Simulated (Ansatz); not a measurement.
**InP: what a guessed cell relaxes into**

Where does this trial cell of InP go when cell and atoms are let free?

Program: Ansatz 0.2.0. Level of theory: DFT PBE, scalar-relativistic, plane waves, PAW. These are calculated values, not measurements.

## 1. The starting structure

It takes space group P4_2/mnm (No. 136, tetragonal). The conventional cell has a = 6.839 Å, b = 6.839 Å, c = 4.105 Å, α = 90.00°, β = 90.00°, γ = 90.00°. Around In (site symmetry m2m) lie 4 P at 2.45 to 2.47 Å. P (site symmetry m2m) is surrounded by 4 In at 2.45 to 2.47 Å.

Coordinates:

```cif
data_structure
_symmetry_space_group_name_H-M 'P4_2/mnm'
_symmetry_Int_Tables_number 136
_cell_length_a 6.8394
_cell_length_b 6.8394
_cell_length_c 4.1049
_cell_angle_alpha 90.000
_cell_angle_beta 90.000
_cell_angle_gamma 90.000
_cell_volume 192.02
loop_
_atom_site_label
_atom_site_type_symbol
_atom_site_symmetry_multiplicity
_atom_site_Wyckoff_symbol
_atom_site_fract_x
_atom_site_fract_y
_atom_site_fract_z
_atom_site_occupancy
In1 In 4 f 0.68050 0.68050 0.00000 1
P1 P 4 g 0.81950 0.81950 0.50000 1
```

The cell is invented: 4-connected net, two elements alternating (P4_2/mnm, No. 136). Lengths come from tabulated atomic sizes and are only a guess.

## 2. The guess as it stands, on a coarse mesh

File input.yaml:

```yaml
crystal:
  lattice:
    - [6.83940978, 0.0, 0.0]
    - [0.0, 6.83940978, 0.0]
    - [0.0, 0.0, 4.10485824]
  atoms:
    - { symbol: In, position: [0.68049857, 0.68049857, 0.0] }
    - { symbol: In, position: [0.18049857, 0.81950143, 0.5] }
    - { symbol: In, position: [0.81950143, 0.18049857, 0.5] }
    - { symbol: In, position: [0.31950143, 0.31950143, 0.0] }
    - { symbol: P, position: [0.81950143, 0.81950143, 0.5] }
    - { symbol: P, position: [0.18049857, 0.18049857, 0.5] }
    - { symbol: P, position: [0.68049857, 0.31950143, 0.0] }
    - { symbol: P, position: [0.31950143, 0.68049857, 0.0] }
basis:
  ecutwfc: 420
kpoints:
  mp_grid: { grid: [4, 4, 4] }
hamiltonian:
  xc: pbe
scf:
  occupations: { method: gaussian, width: 0.1 }
  lower_state_search: "off"
output:
  forces: true
  stress: true
  eigenvalues: true
```

Launch:

```sh
$ ansatz run input.yaml --threads 1 --pin off --max-ram 2560MiB --backend cpu --events-out ev --progress --plain --runs-dir out
```

Output, cut to the lines that bear on the results:

```text
[...]
SCF converged after 6 iterations
Free energy (F): -25414.480712 eV
[...]
E sigma→0 (E₀):  -25414.480712 eV
Fermi energy:    8.327114 eV
[...]
--- Forces (eV/Å), atoms counted from 1 ---
  atom   1  In     0.26693469     0.26693469     0.00000000
  atom   2  In     0.26693469    -0.26693469    -0.00000000
  atom   3  In    -0.26693469     0.26693469     0.00000000
  atom   4  In    -0.26693469    -0.26693469    -0.00000000
  atom   5  P     -0.41128041    -0.41128041    -0.00000000
  atom   6  P      0.41128041     0.41128041     0.00000000
  atom   7  P      0.41128041    -0.41128041    -0.00000000
  atom   8  P     -0.41128041     0.41128041     0.00000000
[...]
--- Stress (GPa, compression-positive) ---
       12.620208       0.000000       0.000000
        0.000000      12.620208       0.000000
        0.000000       0.000000       9.762885
  P = ⅓ Tr σ = 11.6678 GPa (116.678 kbar)
--- Band table (eV; the first three rows and the last of 18) ---
[...]
```

Run time: 9.7 s. Hardware: 1 thread of Arm Neoverse V1, shared host; peak memory 0.44 GiB.

Read-out: pressure 11.7 GPa, largest force 0.58 eV/Å, gap on this mesh 1.21 eV. A guess like this is first relaxed loosely on the coarse mesh.

## 3. A loose first relaxation

Edit input.yaml of step 2 so:

```diff
@@ -27 +27,6 @@
   eigenvalues: true
+relax:
+  adjacent_minimum: "off"
+  f_tol: 0.04
+  max_steps: 70
+  cell: { stress_tol: 0.4 }
```

Launch:

```sh
$ ansatz run input.yaml --threads 1 --pin off --max-ram 2560MiB --backend cpu --events-out ev --progress --plain --runs-dir out
```

Output:

```text
Warning: RAYON_NUM_THREADS=1 ignored (pool sized by the plan → 1); use --threads N
Engine: ansatz 0.2.0, aarch64-unknown-linux-gnu
Pseudopotentials: kind: paw
Pseudopotential: In, paw, valence charge 13, recommended cutoff 420 eV (normal), In.paw.azcp
Pseudopotential: P, paw, valence charge 5, recommended cutoff 420 eV (normal), P.paw.azcp
Functional definition: PBE
  parameter kappa = 0.804
  parameter beta = 0.06672455060314922
  exchange = pbe_x(kappa = kappa, mu = beta*pi^2/3)
  correlation = pbe_c(beta = beta)
Crystal: 8 atoms, lattice volume = 192.015 Å³
Basis set: ecut = 420 eV, 3769 PW (Γ), exchange–correlation on 96×96×60 points (8 copies of the dense FFT grid, shifted against one another)
Bands: 44, of which v1, the nominal top of the filled ones, is band 36 counted from 1 (35 counted from 0)
Symmetry: 16 space group operations
Space group: P42/mnm (ITA 136), of the structure as read, at distance tolerance 5.8e-5 Å
k-points: 18 of 64
Non-local potential: In, projectors of the file, l = 0: 2, l = 1: 2, l = 2: 2, l = 3: 2
Non-local potential: P, projectors of the file, l = 0: 2, l = 1: 2, l = 2: 2
PAW form: soft (Blöchl's): semilocal exchange-correlation on the pseudo side does not see the compensation charge
PAW one-centre angular grid: In, 590 points (default); XC on 64 Gauss nodes
PAW one-centre angular grid: P, 110 points (default); XC on 64 Gauss nodes
Initial density: superposition of atomic densities (neutral atoms: chi_scale 0, normalization atom), corrected by the library's trained network
Initial wavefunctions: pseudopotential atomic-orbital guess
Functional: x = pbe(κ = 0.804, μ = 0.2195149727645171), c = pbe(β = 0.06672455060314922)
SCF iter   1: F=—  HF=-25414.479525 eV  |F-HF|=—  |Δ(HF+E_count)|=         —  Δρ=1.30e-3  dr2=4.41e-3  ethr=1.77e-3  ⟨swp⟩=8.3  Hψ=3584  notcnv=0
preconditioner: auto → Resta (q_TF=auto, 2.317 Å⁻¹)  ε∞=3.8  [insulator: Δε(μ)=1.191 eV  Ē_g=13.574 eV  σ=0.100 eV  W_gap=1.00  n_scr=38 (ndim 8)  ℏωp=22.7 eV  f_vac=0.044  D(μ)=0.00/eV (n_scr^D=0)  ε∞_Penn≈3.8]
SCF iter   2: F=—  HF=-25414.480774 eV  |F-HF|=—  |Δ(HF+E_count)|=   1.25e-3  Δρ=6.84e-4  dr2=9.97e-4  ethr=6.13e-6  ⟨swp⟩=2.9  Hψ=1693  notcnv=0  defer=4
SCF iter   3: F=—  HF=-25414.480720 eV  |F-HF|=—  |Δ(HF+E_count)|=   5.39e-5  Δρ=1.74e-4  dr2=7.17e-5  ethr=1.38e-6  ⟨swp⟩=2.4  Hψ=1254  notcnv=0  defer=4
SCF iter   4: F=—  HF=-25414.480707 eV  |F-HF|=—  |Δ(HF+E_count)|=   1.33e-5  Δρ=5.02e-5  dr2=7.32e-6  ethr=9.96e-8  ⟨swp⟩=2.4  Hψ=1420  notcnv=0  defer=4
SCF iter   5: F=—  HF=-25414.480711 eV  |F-HF|=—  |Δ(HF+E_count)|=   3.97e-6  Δρ=1.24e-5  dr2=6.51e-7  ethr=1.02e-8  ⟨swp⟩=2.0  Hψ=1043  notcnv=0  defer=4
SCF iter   6: F=-25414.480712 eV  HF=-25414.480712 eV  |F-HF|=7.13e-8  |Δ(HF+E_count)|=   4.53e-7  Δρ=4.94e-6  dr2=7.58e-8  ethr=1.39e-10  ⟨swp⟩=11.8  Hψ=3883  notcnv=0
SCF 1 converged in 6 iterations: F = -25414.480712 eV  dr2 = 7.58e-8
relax step   1: F+E_penalty+E_count = -25414.48071162 eV  Δ(F+E_penalty+E_count) = +0.000e0 eV  max|allowed force component| = 4.113e-1 eV/Å  Δτ_max = 0.0000 Å  P = +11.668 GPa  Ω = 192.015 Å³  (6 SCF iters, dr2 threshold 1.00e-7 eV, accepted)
Crystal: 8 atoms, lattice volume = 217.734 Å³
Basis set: ecut = 420 eV, 4219 PW (Γ), exchange–correlation on 96×96×60 points (8 copies of the dense FFT grid, shifted against one another)
Initial density: handed on by an earlier stage of this run
Initial wavefunctions: those handed on with the density
iter 1 solved again at ethr=2.32e-4 eV; its pass at ethr=3.10e-3 eV (dr2=1.67e-1 eV) is discarded
SCF iter   1: F=—  HF=-25415.493662 eV  |F-HF|=—  |Δ(HF+E_count)|=         —  Δρ=6.28e-3  dr2=1.69e-1  ethr=2.32e-4  ⟨swp⟩=1.8  Hψ=4852  notcnv=0
preconditioner: auto → Resta (q_TF=auto, 2.269 Å⁻¹)  ε∞=3.6  [insulator: Δε(μ)=0.606 eV  Ē_g=13.152 eV  σ=0.100 eV  W_gap=1.00  n_scr=38 (ndim 8)  ℏωp=21.4 eV  f_vac=0.090  D(μ)=0.00/eV (n_scr^D=0)  ε∞_Penn≈3.6]
SCF iter   2: F=—  HF=-25415.454033 eV  |F-HF|=—  |Δ(HF+E_count)|=   3.96e-2  Δρ=2.89e-3  dr2=3.16e-2  ethr=2.32e-4  ⟨swp⟩=2.0  Hψ=1038  notcnv=0
SCF iter   3: F=—  HF=-25415.452850 eV  |F-HF|=—  |Δ(HF+E_count)|=   1.18e-3  Δρ=9.00e-4  dr2=3.25e-3  ethr=4.39e-5  ⟨swp⟩=2.0  Hψ=1048  notcnv=0
SCF iter   4: F=—  HF=-25415.455211 eV  |F-HF|=—  |Δ(HF+E_count)|=   2.36e-3  Δρ=2.75e-4  dr2=2.80e-4  ethr=4.51e-6  ⟨swp⟩=2.0  Hψ=1085  notcnv=0
SCF iter   5: F=—  HF=-25415.455521 eV  |F-HF|=—  |Δ(HF+E_count)|=   3.10e-4  Δρ=9.66e-5  dr2=1.98e-5  ethr=3.89e-7  ⟨swp⟩=2.0  Hψ=1446  notcnv=0
SCF iter   6: F=-25415.455580 eV  HF=-25415.455578 eV  |F-HF|=1.93e-6  |Δ(HF+E_count)|=   5.72e-5  Δρ=1.42e-5  dr2=5.45e-7  ethr=1.11e-9  ⟨swp⟩=7.8  Hψ=4260  notcnv=0
SCF 2 converged in 6 iterations: F = -25415.455580 eV  dr2 = 5.45e-7
relax step   2: F+E_penalty+E_count = -25415.45557991 eV  Δ(F+E_penalty+E_count) = -9.749e-1 eV  max|allowed force component| = 7.644e-2 eV/Å  Δτ_max = 0.0318 Å  P = +1.317 GPa  Ω = 217.734 Å³  energy of the carried Pulay correction = -6.919e-3 eV  (6 SCF iters, dr2 threshold 8.00e-7 eV, accepted)
Crystal: 8 atoms, lattice volume = 222.265 Å³
Basis set: ecut = 420 eV, 4279 PW (Γ), exchange–correlation on 96×96×60 points (8 copies of the dense FFT grid, shifted against one another)
iter 1 solved again at ethr=1.83e-5 eV; its pass at ethr=3.10e-3 eV (dr2=1.32e-2 eV) is discarded
SCF iter   1: F=—  HF=-25415.479434 eV  |F-HF|=—  |Δ(HF+E_count)|=         —  Δρ=2.66e-3  dr2=1.31e-2  ethr=1.83e-5  ⟨swp⟩=2.1  Hψ=4198  notcnv=0
preconditioner: auto → Resta (q_TF=auto, 2.261 Å⁻¹)  ε∞=3.6  [insulator: Δε(μ)=0.555 eV  Ē_g=13.049 eV  σ=0.100 eV  W_gap=1.00  n_scr=38 (ndim 8)  ℏωp=21.1 eV  f_vac=0.074  D(μ)=0.00/eV (n_scr^D=0)  ε∞_Penn≈3.6]
SCF iter   2: F=—  HF=-25415.477305 eV  |F-HF|=—  |Δ(HF+E_count)|=   2.13e-3  Δρ=1.40e-3  dr2=3.44e-3  ethr=1.82e-5  ⟨swp⟩=1.2  Hψ=805  notcnv=0
SCF iter   3: F=—  HF=-25415.476985 eV  |F-HF|=—  |Δ(HF+E_count)|=   3.20e-4  Δρ=1.89e-4  dr2=7.82e-5  ethr=4.78e-6  ⟨swp⟩=2.1  Hψ=1006  notcnv=0
SCF iter   4: F=—  HF=-25415.477007 eV  |F-HF|=—  |Δ(HF+E_count)|=   2.16e-5  Δρ=5.19e-5  dr2=8.97e-6  ethr=1.09e-7  ⟨swp⟩=2.3  Hψ=1339  notcnv=0
SCF iter   5: F=—  HF=-25415.477015 eV  |F-HF|=—  |Δ(HF+E_count)|=   8.52e-6  Δρ=1.93e-5  dr2=1.30e-6  ethr=1.25e-8  ⟨swp⟩=2.0  Hψ=1437  notcnv=0
SCF iter   6: F=-25415.477017 eV  HF=-25415.477017 eV  |F-HF|=1.02e-7  |Δ(HF+E_count)|=   2.15e-6  Δρ=4.42e-6  dr2=6.77e-8  ethr=1.11e-9  ⟨swp⟩=8.3  Hψ=3338  notcnv=0
SCF 3 converged in 6 iterations: F = -25415.477017 eV  dr2 = 6.77e-8
relax step   3: F+E_penalty+E_count = -25415.47701744 eV  Δ(F+E_penalty+E_count) = -2.144e-2 eV  max|allowed force component| = 4.543e-2 eV/Å  Δτ_max = 0.0454 Å  P = +0.222 GPa  Ω = 222.265 Å³  energy of the carried Pulay correction = -8.049e-3 eV  (6 SCF iters, dr2 threshold 8.00e-7 eV, accepted)
Crystal: 8 atoms, lattice volume = 223.146 Å³
Basis set: ecut = 420 eV, 4311 PW (Γ), exchange–correlation on 96×96×60 points (8 copies of the dense FFT grid, shifted against one another)
iter 1 solved again at ethr=3.43e-6 eV; its pass at ethr=3.10e-3 eV (dr2=2.47e-3 eV) is discarded
SCF iter   1: F=—  HF=-25415.483027 eV  |F-HF|=—  |Δ(HF+E_count)|=         —  Δρ=1.48e-3  dr2=2.48e-3  ethr=3.43e-6  ⟨swp⟩=3.1  Hψ=4122  notcnv=0
preconditioner: auto → Resta (q_TF=auto, 2.260 Å⁻¹)  ε∞=3.6  [insulator: Δε(μ)=0.563 eV  Ē_g=13.033 eV  σ=0.100 eV  W_gap=1.00  n_scr=38 (ndim 8)  ℏωp=21.1 eV  f_vac=0.074  D(μ)=0.00/eV (n_scr^D=0)  ε∞_Penn≈3.6]
SCF iter   2: F=—  HF=-25415.482565 eV  |F-HF|=—  |Δ(HF+E_count)|=   4.62e-4  Δρ=7.40e-4  dr2=7.24e-4  ethr=3.43e-6  ⟨swp⟩=1.3  Hψ=832  notcnv=0
SCF iter   3: F=—  HF=-25415.482443 eV  |F-HF|=—  |Δ(HF+E_count)|=   1.22e-4  Δρ=9.80e-5  dr2=1.56e-5  ethr=1.01e-6  ⟨swp⟩=2.1  Hψ=1003  notcnv=0
SCF iter   4: F=—  HF=-25415.482425 eV  |F-HF|=—  |Δ(HF+E_count)|=   1.79e-5  Δρ=2.20e-5  dr2=2.14e-6  ethr=2.16e-8  ⟨swp⟩=2.0  Hψ=1506  notcnv=0
SCF iter   5: F=—  HF=-25415.482427 eV  |F-HF|=—  |Δ(HF+E_count)|=   1.78e-6  Δρ=8.87e-6  dr2=3.23e-7  ethr=2.97e-9  ⟨swp⟩=2.2  Hψ=1128  notcnv=0
SCF iter   6: F=-25415.482427 eV  HF=-25415.482427 eV  |F-HF|=1.24e-8  |Δ(HF+E_count)|=   4.10e-7  Δρ=3.16e-6  dr2=3.16e-8  ethr=1.79e-10  ⟨swp⟩=7.3  Hψ=3162  notcnv=0
SCF 4 converged in 6 iterations: F = -25415.482427 eV  dr2 = 3.16e-8
relax step   4: F+E_penalty+E_count = -25415.48242725 eV  Δ(F+E_penalty+E_count) = -5.410e-3 eV  max|allowed force component| = 1.114e-2 eV/Å  Δτ_max = 0.0229 Å  P = +0.004 GPa  Ω = 223.146 Å³  energy of the carried Pulay correction = -8.266e-3 eV  (6 SCF iters, dr2 threshold 1.29e-7 eV, accepted)
Basis set: ecut = 420 eV, 4311 PW (Γ), exchange–correlation on 100×100×60 points (8 copies of the dense FFT grid, shifted against one another)
Initial wavefunctions: pseudopotential atomic-orbital guess (no wavefunctions were taken with the density)
iter 1 solved again at ethr=1.28e-7 eV; its pass at ethr=3.10e-3 eV (dr2=9.20e-5 eV) is discarded
SCF iter   1: F=—  HF=-25415.492157 eV  |F-HF|=—  |Δ(HF+E_count)|=         —  Δρ=1.96e-4  dr2=1.47e-5  ethr=1.28e-7  ⟨swp⟩=4.1  Hψ=6273  notcnv=0
preconditioner: auto → Resta (q_TF=auto, 2.260 Å⁻¹)  ε∞=3.6  [insulator: Δε(μ)=0.565 eV  Ē_g=13.034 eV  σ=0.100 eV  W_gap=1.00  n_scr=38 (ndim 8)  ℏωp=21.1 eV  f_vac=0.071  D(μ)=0.00/eV (n_scr^D=0)  ε∞_Penn≈3.6]
SCF iter   2: F=—  HF=-25415.492164 eV  |F-HF|=—  |Δ(HF+E_count)|=   6.14e-6  Δρ=9.33e-5  dr2=2.88e-6  ethr=2.04e-8  ⟨swp⟩=2.6  Hψ=1422  notcnv=0
SCF iter   3: F=—  HF=-25415.492026 eV  |F-HF|=—  |Δ(HF+E_count)|=   1.37e-4  Δρ=2.22e-5  dr2=2.20e-7  ethr=4.00e-9  ⟨swp⟩=3.0  Hψ=1515  notcnv=0
SCF iter   4: F=-25415.492027 eV  HF=-25415.492027 eV  |F-HF|=1.76e-9  |Δ(HF+E_count)|=   8.74e-7  Δρ=9.72e-7  dr2=1.41e-9  ethr=7.11e-12  ⟨swp⟩=7.1  Hψ=4395  notcnv=0
SCF 5 converged in 4 iterations: F = -25415.492027 eV  dr2 = 1.41e-9
relax step   5: F+E_penalty+E_count = -25415.49202720 eV  Δ(F+E_penalty+E_count) = -9.600e-3 eV  max|allowed force component| = 1.159e-2 eV/Å  Δτ_max = 0.0000 Å  P = +0.027 GPa  Ω = 223.146 Å³  stress off target by 1.42e-1 GPa  SCF on the basis re-selected at this cell (its energy is not comparable with the rows above)  (4 SCF iters)
basis re-selected at this cell: Δ(F+E_penalty+E_count) = -9.600e-3 eV, ΔP = +0.023 GPa vs the last step (what re-selecting the basis moved, of the pressure what is left beyond the Pulay correction that the steps carried, after the strain that the cell walked since its last selection, with what the two solves' SCF thresholds leave and, on support functions, any second-order correction that the steps lacked; it is no measure of the basis error at this ecutwfc). The dense FFT grid was sized anew with the basis: this SCF ran on 50×50×30 points, the steps before it on 48×48×30, so part of this shift can come from that change (see relax.cell in the input reference). This SCF's stress stands 1.42e-1 GPa from its target on what of the cell is left free (relax.cell.stress_tol is 4.00e-1 GPa) and its largest allowed force component is 1.16e-2 eV/Å (relax.f_tol is 4.00e-2 eV/Å): within both
SCF converged after 4 iterations
Free energy (F): -25415.492027 eV
Harris-Foulkes:  -25415.492027 eV  (|F-HF|=1.76e-9)
Internal energy: -25415.492026 eV  (E = F + TS)
E sigma→0 (E₀):  -25415.492027 eV
Entropy (-TS):   -0.000001 eV (-0.000 meV/atom)
Fermi energy:    6.070358 eV
--- Per-component energies (eV) ---
  E_band       = -284.778728
  E_kinetic    = 1248.620121
  E_local      = -6011.962383  (includes V_loc(G=0)·N_el)
  E_nonlocal   = 1605.366109
  E_hartree    = 2378.948432
  E_xc         = -1103.676631
  E_vxc        = -635.744453  (∫ρ·V_xc dr)
  E_paw        = -18900.519912  (= ΣΔE_a)
  E_vpaw       = -1248.954107  (= ΣTr[D̂ρ^β])
  E_aug_tail   = 0.000114  (compensation charges beyond the density's cutoff)
  E_ewald      = -4632.267876
  E_smearing   = -0.000001  (= −TS)
  E_closure    = -0.000000  (closes the sum)
  Σ components = -25415.492027   (vs F -25415.492027, Δ=0.00e0)
--- Forces (eV/Å), atoms counted from 1 ---
  atom   1  In    -0.00580650    -0.00580650     0.00000000
  atom   2  In    -0.00580650     0.00580650    -0.00000000
  atom   3  In     0.00580650    -0.00580650     0.00000000
  atom   4  In     0.00580650     0.00580650    -0.00000000
  atom   5  P      0.01158853     0.01158853    -0.00000000
  atom   6  P     -0.01158853    -0.01158853     0.00000000
  atom   7  P     -0.01158853     0.01158853    -0.00000000
  atom   8  P      0.01158853    -0.01158853     0.00000000
  max |Σ_I F_I| component: 1.04e-17 eV/Å
--- Stress (GPa, compression-positive) ---
       -0.029979      -0.000000       0.000000
       -0.000000      -0.029979       0.000000
        0.000000       0.000000       0.141534
  P = ⅓ Tr σ = 0.0272 GPa (0.272 kbar)
--- Band table (eV; the first three rows and the last of 18) ---
  k-point 0: bands = ["-8.4162", "-8.4027", "-8.4027", "-8.3078", "-8.2927", "-8.2812", "-8.2812", "-8.2640", "-8.2550", "-8.2550", "-8.2443", "-8.2400", "-8.2252", "-8.2080", "-8.1791", "-8.1595", "-8.1595", "-8.1441", "-8.1439", "-8.1439", "-5.2797", "-3.7560", "-3.7560", "-3.4549", "-0.2281", "1.4360", "1.4360", "2.3308", "3.5194", "3.6774", "4.8482", "4.8482", "5.5780", "5.7068", "5.7822", "5.7822", "6.3469", "7.4130", "7.5695", "7.5695", "9.3112", "9.9951", "9.9951", "10.3398"]
  k-point 1: bands = ["-8.4187", "-8.4187", "-8.4038", "-8.3468", "-8.2681", "-8.2599", "-8.2599", "-8.2546", "-8.2506", "-8.2455", "-8.2455", "-8.2260", "-8.2188", "-8.2151", "-8.1831", "-8.1745", "-8.1745", "-8.1586", "-8.1343", "-8.1343", "-4.8840", "-3.4486", "-3.4486", "-3.4371", "0.1313", "1.2024", "1.2024", "2.3188", "2.7683", "3.0794", "3.2992", "3.7334", "3.7334", "5.1222", "5.2920", "5.2920", "8.0171", "8.5049", "8.6557", "8.6557", "9.3230", "10.7357", "10.9738", "10.9738"]
  k-point 2: bands = ["-8.4371", "-8.4371", "-8.3936", "-8.3936", "-8.2512", "-8.2512", "-8.2458", "-8.2458", "-8.2336", "-8.2336", "-8.2268", "-8.2268", "-8.2106", "-8.2106", "-8.1818", "-8.1818", "-8.1800", "-8.1800", "-8.1259", "-8.1259", "-3.9643", "-3.9643", "-3.0416", "-3.0416", "0.5570", "0.5570", "1.2171", "1.2171", "2.0772", "2.0772", "3.9089", "3.9089", "4.0987", "4.0987", "4.1567", "4.1567", "8.5060", "8.5060", "9.3401", "9.3401", "10.2289", "10.2289", "10.3828", "10.3828"]
  k-point 17: bands = ["-8.4428", "-8.4428", "-8.3941", "-8.3941", "-8.2468", "-8.2468", "-8.2409", "-8.2409", "-8.2349", "-8.2349", "-8.2227", "-8.2227", "-8.2193", "-8.2193", "-8.1852", "-8.1852", "-8.1661", "-8.1661", "-8.1307", "-8.1307", "-3.8763", "-3.8763", "-3.1157", "-3.1157", "0.3566", "0.3566", "0.4087", "0.4087", "3.4486", "3.4486", "4.3827", "4.3827", "4.4886", "4.4886", "4.5101", "4.5101", "7.1028", "7.1028", "8.3304", "8.3304", "8.4478", "8.4478", "9.7739", "9.7739"]
--- Relaxed structure (4 steps of the walk, 4 accepted, 1 SCFs on fresh bases) ---
  F+E_penalty+E_count = -25415.49202720 eV   max|allowed force component| = 1.159e-2 eV/Å   (the final SCF, on the basis selected at the relaxed cell)
  cell:  # Å, volume = 223.1463 Å³
    - [7.266993178137781, -4.680596108561222e-33, -3.139424219156917e-33]
    - [-4.680596108561222e-33, 7.266993178137781, -1.7124132104492275e-33]
    - [-1.3360769151569356e-33, -1.0277514731976428e-33, 4.225519883292515]
  atoms:
    - { symbol: In, position: [0.678062651188732, 0.678062651188732, -4.160334152914899e-35] }
    - { symbol: In, position: [0.17806265118873207, 0.8219373488112679, 0.5] }
    - { symbol: In, position: [0.8219373488112679, 0.17806265118873207, 0.5] }
    - { symbol: In, position: [0.3219373488112678, 0.3219373488112678, 2.340417054304996e-34] }
    - { symbol: P, position: [0.819046033088348, 0.819046033088348, 0.5] }
    - { symbol: P, position: [0.18095396691165191, 0.18095396691165191, 0.5] }
    - { symbol: P, position: [0.680953966911652, 0.319046033088348, -2.987376506278098e-35] }
    - { symbol: P, position: [0.319046033088348, 0.680953966911652, -2.4008976829597102e-35] }
```

Wall time 59 s (1 thread of Arm Neoverse V1, shared host); peak memory 0.48 GiB.

Step by step:

| step | energy from step 1 (eV/cell) | largest force component (eV/Å) | pressure (GPa) | volume (Å³) |
| --- | --- | --- | --- | --- |
| 1 | 0.0000 | 0.4113 | 11.67 | 192.02 |
| 2 | -0.9749 | 0.0764 | 1.32 | 217.73 |
| 3 | -0.9963 | 0.0454 | 0.22 | 222.27 |
| 4 | -1.0017 | 0.0111 | 0.00 | 223.15 |
| 5 | -1.0113 | 0.0116 | 0.03 | 223.15 |

Step 1 is the start. Step 5 repeats the geometry before it on a plane-wave basis chosen anew for that cell, so its energy need not be comparable with the rows above.

|  | before | after | change |
| --- | --- | --- | --- |
| a (Å) | 6.839 | 7.267 | +6.3 % |
| b (Å) | 6.839 | 7.267 | +6.3 % |
| c (Å) | 4.105 | 4.226 | +2.9 % |
| volume (Å³/atom) | 24.00 | 27.89 | +16.2 % |
| shortest distance (Å) | 2.454 | 2.562 | +4.4 % |
| space group (0.01 Å) | P4_2/mnm | P4_2/mnm | same |

Forces and stress were held to the start's 16 operations: a distortion of lower symmetry was not tested.

[end of part 1 of 2]
